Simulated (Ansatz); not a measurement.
Space group Fm-3m (No. 225). a = 3.810 Å, b = 3.810 Å, c = 3.810 Å, α = 90.00°, β = 90.00°, γ = 90.00°
```csv
atom,site,symmetry,x,y,z
Ru,4a,m-3m,0.0000,0.0000,0.0000
```

Equation of state of this Ru structure (not necessarily the ground state), with shape and atoms relaxed at each volume where symmetry leaves them free. It has no gap at any of these volumes. These are results of DFT PBE, scalar-relativistic, plane waves, PAW (Ansatz 0.2.0), not measurements.

Settings: cutoff 420 eV, Γ-centred mesh 18×18×18 on the computed 1-atom cell, Gaussian smearing of 0.10 eV; no spin polarisation.

```tsv
V (Å³/atom)	E − E(largest V) (meV/atom)	P (GPa)
12.169	133.30	53.24
12.584	18.21	36.27
12.999	-56.56	22.02
13.414	-97.47	10.06
13.828	-109.96	0.02
14.243	-98.61	-8.41
14.658	-67.28	-15.46
15.211	0.00	-23.09
```

Fit a third-order Birch–Murnaghan equation to E(V).

V0 = 13.83 Å³/atom, B0 = 306 GPa, B0' = 4.8.

This fcc form isn't the element's structure at ambient conditions.

Cost: 8 runs of about 0.45 core-minutes in all, on Arm Neoverse V1 (shared hosts).